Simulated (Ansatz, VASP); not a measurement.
**Two plane-wave programs on Ga**

```xyz
1
Lattice="0.0000 2.1332 2.1332 2.1332 0.0000 2.1332 2.1332 2.1332 0.0000" Properties=species:S:1:pos:R:3 pbc="T T T"
Ga    0.0000    0.0000    0.0000
```

Alike in both runs: task single point; functional PBE; k mesh 8 × 8 × 8; occupations gaussian, width 0.05 eV; no spin polarisation.

|  | VASP | Ansatz |
| --- | --- | --- |
| version | VASP 6.6.1 | Ansatz 0.2.0 |
| potentials or method | VASP PAW PBE potentials, release 64 (Ga_d) | scalar-relativistic, plane waves, PAW |
| plane-wave cutoff (eV) | 520 | 420 |
| valence electrons in the cell | 13 | 13 |

```tsv
	VASP	Ansatz	Ansatz less VASP
gap on the k mesh at the Fermi level (eV)	none	none	-
pressure (GPa)	-0.9	-1.0	-0.08
```

A gap of «none» marks a metal or a gap that the smearing closes. With one functional, cell and mesh, what is left measures potentials, basis and numerics.
